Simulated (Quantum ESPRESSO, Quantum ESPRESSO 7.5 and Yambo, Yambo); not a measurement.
## A GW chain in Yambo: Sb (buckled honeycomb monolayer)

Aim: the G0W0 gap of Sb (buckled honeycomb monolayer) on PBE, step by step.

Main program and level: Quantum ESPRESSO 7.5 and Yambo 5.3.0; PBE and many-body steps on it, plane waves.

**The experiments to reproduce.**

- Gap 2.21 eV: optical gap from PL emission peak; photoluminescence, 355 nm excitation; monolayer (antimonene on antimony oxide after hydrogen reduction) (“Ultrathin high-κ antimony oxide single crystals”, 2020, pmc:7237679).

This is a report of a sequence of runs, with most program output left out.

### Step 1. The structure

The cell holds 2 atoms: 2 Sb. Its edges and angles: a = 4.127 Å, b = 4.127 Å, c = 14.000 Å, α = 90.0°, β = 90.0°, γ = 120.0°. Vacuum lies along c.

The structure was relaxed with PBE. The runs that relaxed it are not among those shown. Spin-orbit coupling is left out unless a step names it.

### Step 2. Ground state

This step: Quantum ESPRESSO 7.5; DFT, PBE, plane waves, norm-conserving pseudopotentials.

The ground-state density comes first.

Contents of pw.in:

```
&control
  calculation = 'scf'
  prefix = 'x'
  outdir = 'o'
  pseudo_dir = 'pseudo'
/
&system
  ibrav = 0
  nat = 2
  ntyp = 1
  ecutwfc = 88.0
  nbnd = 28
  force_symmorphic = .true.
/
&electrons
  conv_thr = 1e-10
  electron_maxstep = 80
  mixing_beta = 0.5
/
ATOMIC_SPECIES
  Sb 121.76 Sb.upf
CELL_PARAMETERS angstrom
  4.1272254436 0.0000000001 0.0000000000
  -2.0636127219 3.5742820813 0.0000000000
  0.0000000000 0.0000000000 14.0000000000
ATOMIC_POSITIONS crystal
  Sb 0.3333333333 0.6666666667 0.4415848827
  Sb 0.6666666667 0.3333333333 0.5584151173
K_POINTS automatic
  9 9 1 0 0 0
```

On the command line:

```bash
> OMP_NUM_THREADS=1 mpirun -n 4 pw.x -nk 4 -in pw.in > pw.out
```

Wall time 21 s (4 MPI ranks of Arm Neoverse V2, shared host); peak memory 0.73 GiB; 84 s of CPU time.

Numbers from this step:

```yaml
total_energy: -13766.5216 eV
gap: 1.314 eV
k_of_the_valence_top: 0, 0, 0
k_of_the_conduction_bottom: 0, 0.3333, 0
least_direct_gap: 1.578 eV
```

The gap is indirect, with the least direct gap 0.26 eV higher.

### Step 3. Bands along the symmetry lines

The cheap functional maps the bands first; the places of the edges decide which points the dearer methods must see.

Contents of pw.in:

```
&control
  calculation = 'bands'
  prefix = 'x'
  outdir = 'o'
  pseudo_dir = 'pseudo'
/
&system
  ibrav = 0
  nat = 2
  ntyp = 1
  ecutwfc = 88.0
  nbnd = 29
  force_symmorphic = .true.
/
&electrons
  conv_thr = 1e-9
  electron_maxstep = 80
  diago_full_acc = .true.
  diago_thr_init = 5e-6
/
ATOMIC_SPECIES
  Sb 121.76 Sb.upf
CELL_PARAMETERS angstrom
  4.1272254436 0.0000000001 0.0000000000
  -2.0636127219 3.5742820813 0.0000000000
  0.0000000000 0.0000000000 14.0000000000
ATOMIC_POSITIONS crystal
  Sb 0.3333333333 0.6666666667 0.4415848827
  Sb 0.6666666667 0.3333333333 0.5584151173
K_POINTS crystal
  25
  0.00000000 0.00000000 0.00000000 1
  0.06250000 0.00000000 0.00000000 1
  0.12500000 0.00000000 0.00000000 1
  0.18750000 0.00000000 0.00000000 1
  0.25000000 0.00000000 0.00000000 1
  0.31250000 0.00000000 0.00000000 1
  0.37500000 0.00000000 0.00000000 1
  0.43750000 0.00000000 0.00000000 1
  0.50000000 0.00000000 0.00000000 1
  0.47916667 0.04166667 0.00000000 1
  0.45833333 0.08333333 0.00000000 1
  0.43750000 0.12500000 0.00000000 1
  0.41666666 0.16666666 0.00000000 1
  0.39583333 0.20833333 0.00000000 1
  0.37500000 0.25000000 0.00000000 1
  0.35416666 0.29166666 0.00000000 1
  0.33333333 0.33333333 0.00000000 1
  0.29166666 0.29166666 0.00000000 1
  0.25000000 0.25000000 0.00000000 1
  0.20833333 0.20833333 0.00000000 1
  0.16666666 0.16666666 0.00000000 1
  0.12500000 0.12500000 0.00000000 1
  0.08333333 0.08333333 0.00000000 1
  0.04166667 0.04166667 0.00000000 1
  0.00000000 0.00000000 0.00000000 1
```

The job ended after 12 s (4 MPI ranks; peak memory 0.56 GiB).

This step gave:

| Property | Result |
| --- | --- |
| gap | 1.297 eV |
| k of the valence top | 0, 0, 0 |
| k of the conduction bottom | 0.3125, 0, 0 |
| least direct gap | 1.578 eV |

The gap is 1.297 eV, −0.017 eV from the run before at this level.

Electronic bands along the path, in eV, zero at the top of the highest filled band:

| point | band 20 | band 21 | band 22 | band 23 | band 24 | band 25 | band 26 | band 27 |
| --- | --- | --- | --- | --- | --- | --- | --- | --- |
| Γ | -6.29 | -0.57 | 0.00 | 0.00 | 1.58 | 2.79 | 2.79 | 4.42 |
| halfway | -6.48 | -2.58 | -0.93 | -0.52 | 1.38 | 3.47 | 3.49 | 5.03 |
| M | -7.75 | -2.91 | -1.53 | -1.44 | 1.66 | 2.48 | 3.56 | 5.12 |
| halfway | -7.88 | -3.08 | -2.06 | -1.44 | 2.08 | 2.94 | 3.29 | 5.54 |
| K | -8.44 | -3.47 | -1.77 | -1.77 | 1.55 | 3.60 | 3.60 | 6.64 |
| halfway | -6.61 | -2.59 | -1.82 | -0.51 | 2.21 | 2.74 | 3.76 | 5.24 |
| Γ | -6.29 | -0.57 | 0.00 | 0.00 | 1.58 | 2.79 | 2.79 | 4.42 |

### Step 4. Empty states on the mesh, 6×6×1 mesh, 164 bands

The sums over transitions need many empty states on a uniform mesh; this step solves for them.

Contents of pw.in:

```
&control
  calculation = 'nscf'
  prefix = 'x'
  outdir = 'o'
  pseudo_dir = 'pseudo'
/
&system
  ibrav = 0
  nat = 2
  ntyp = 1
  ecutwfc = 88.0
  nbnd = 164
  force_symmorphic = .true.
/
&electrons
  conv_thr = 1e-9
  electron_maxstep = 80
  diago_full_acc = .true.
  diago_thr_init = 5e-6
/
ATOMIC_SPECIES
  Sb 121.76 Sb.upf
CELL_PARAMETERS angstrom
  4.1272254436 0.0000000001 0.0000000000
  -2.0636127219 3.5742820813 0.0000000000
  0.0000000000 0.0000000000 14.0000000000
ATOMIC_POSITIONS crystal
  Sb 0.3333333333 0.6666666667 0.4415848827
  Sb 0.6666666667 0.3333333333 0.5584151173
K_POINTS automatic
  6 6 1 0 0 0
```

Wall time 52 s (4 MPI ranks); peak memory 1.4 GiB.

Numbers from this step:

```
gap                                                           : 1.314 eV
k of the valence top                                          : 0, 0, 0
k of the conduction bottom                                    : 0, 0.3333, 0
least direct gap                                              : 1.578 eV
k points computed                                             : 7
lowest point of the top converged band, above the valence top : 44.72 eV
```

On this mesh the gap is 1.314 eV.

### Step 5. Conversion and set-up

This step: Yambo 5.3.0; conversion and set-up on PBE, plane waves, norm-conserving pseudopotentials.

The states are converted to the many-body program's format and the q mesh is built.

On the command line:

```bash
> (cd o/x.save; p2y > p2y.log; mv SAVE ../..); yambo > setup.log
```

Elapsed: 2.3 s, on 1 MPI rank; peak memory 0.26 GiB.

### Step 6. Screening and self-energy, 6×6×1 mesh, 164 bands, screening to 142.9 eV

Now the one-shot GW correction: screening in the RPA, then the self-energy of the levels asked for.

This step: G0W0 on PBE, plane waves, norm-conserving pseudopotentials.

Contents of gw1.in:

```
HF_and_locXC
gw0
dyson
ppa
em1d
rim_cut
rim_w
RandQpts= 3000000
RandGvec= 100 RL
CUTGeo= "slab z"
RandGvecW= 9 RL
EXXRLvcs= 88 Ry
VXCRLvcs= 352 Ry
Chimod= "HARTREE"
% BndsRnXp
 1 | 164 |
%
NGsBlkXp= 10.5 Ry
% LongDrXp
 1 | 1 | 0 |
%
% GbndRnge
 1 | 164 |
%
DysSolver= "n"
ExtendOut
PPAPntXp= 27.21138 eV
% QPkrange
 1 | 7 | 21 | 26 |
%
```

On the command line:

```bash
> OMP_NUM_THREADS=1 mpirun -n 4 yambo -F gw1.in -J gw1 -C gw1 > gw1.log
```

Elapsed: 23 min, on 4 MPI ranks; peak memory 4.1 GiB; 1.6 h of CPU time.

This step gave:

```yaml
g0w0_gap_on_the_mesh: 2.133 eV
starting_gap_on_the_mesh: 1.314 eV
k_of_the_valence_top: 0, 0, 0
k_of_the_conduction_bottom: 0, 0.3333, 0
least_direct_g0w0_gap_on_the_computed_points: 2.621 eV
z_at_the_valence_top: 0.7343
z_at_the_conduction_bottom: 0.7396
```

The gap on the mesh goes from 1.31 eV to 2.13 eV, a correction of +0.82 eV.

Limits: finite bands, cutoff and mesh; no spin-orbit coupling. v1 is the top filled band, c1 the lowest empty one. The levels before and after the correction (eV, zero at the valence-band top of each column):

```
           conduction bottom  valence top
Kohn-Sham               1.31         0.00
     G0W0               2.13         0.00
```

```
                    level  energy (eV)
Kohn-Sham            Γ v3       -0.568
Kohn-Sham         Γ v2-v1        0.000
Kohn-Sham            Γ c1        1.578
Kohn-Sham         Γ c2-c3        2.790
Kohn-Sham  (0 0.333 0) v3       -2.962
Kohn-Sham  (0 0.333 0) v2       -1.257
Kohn-Sham  (0 0.333 0) v1       -0.815
Kohn-Sham  (0 0.333 0) c1        1.314
Kohn-Sham  (0 0.333 0) c2        3.097
Kohn-Sham  (0 0.333 0) c3        3.569
     G0W0            Γ v3       -0.865
     G0W0         Γ v2-v1        0.000
     G0W0            Γ c1        2.621
     G0W0         Γ c2-c3        3.841
     G0W0  (0 0.333 0) v3       -3.252
     G0W0  (0 0.333 0) v2       -1.366
     G0W0  (0 0.333 0) v1       -0.992
     G0W0  (0 0.333 0) c1        2.133
     G0W0  (0 0.333 0) c2        3.988
     G0W0  (0 0.333 0) c3        4.643
```

### Step 7. Where the time went

Times are wall times on the hardware named with each run, good to a factor of about two.

```
                          step    time  share  memory (GiB)
                  ground state    21 s    1 %          0.73
bands along the symmetry lines    12 s    1 %          0.56
      empty states on the mesh    52 s    4 %           1.4
         conversion and set-up   2.3 s    0 %          0.26
     screening and self-energy  23 min   94 %           4.1
```

### Step 8. Outcome

| Quantity | Value |
| --- | --- |
| PBE gap | 1.30 eV, indirect |
| G0W0 gap on the mesh | 2.13 eV |
| GW settings | 6×6×1 mesh, 164 bands, screening to 142.9 eV, Godby-Needs plasmon pole |
| known limits | not at the basis limit; no spin-orbit coupling |

G0W0 moves the gap on the mesh from 1.31 eV to 2.13 eV (+0.82 eV), with Z of 0.73 and 0.74 at the edges. The dearest step here is «screening and self-energy». Against experiment, by G0W0@PBE: the direct gap of 2.62 eV lies +0.41 eV from the measured 2.21 eV (exciton, 2020). An exciton line or allowed optical edge lies below the quasiparticle gap by the binding energy; a forbidden edge can push the onset above it. The computed sheet is free-standing; a substrate or cover screens it further and lowers both gap and binding, while the exciton line moves little. The calculation has static nuclei and no excitons; a measured gap holds zero-point and thermal motion, which mostly lowers it. Bands and cutoff are finite, so the gap is not at the basis limit. The miss can reach some tenths of an eV and take either sign; the mesh is an error of its own. The many-body steps are scalar-relativistic: spin-orbit coupling is not in them.

[Paths, hosts, dates, memory and timing lines, banners, echoed tables and standing remarks are left out of the program output.]

[Logs are printed without paths, hosts, clocks, repeated set-up lines and the standing remarks that a program may print on its own settings, such as how far it seeks lower states.]

[Runs of the session that timed out or met a known fault of the program may be left out.]

[Hosts, paths, dates, database ids (printed as entryN), source tags and the programs' standing remarks are cut or masked in the printed files.]
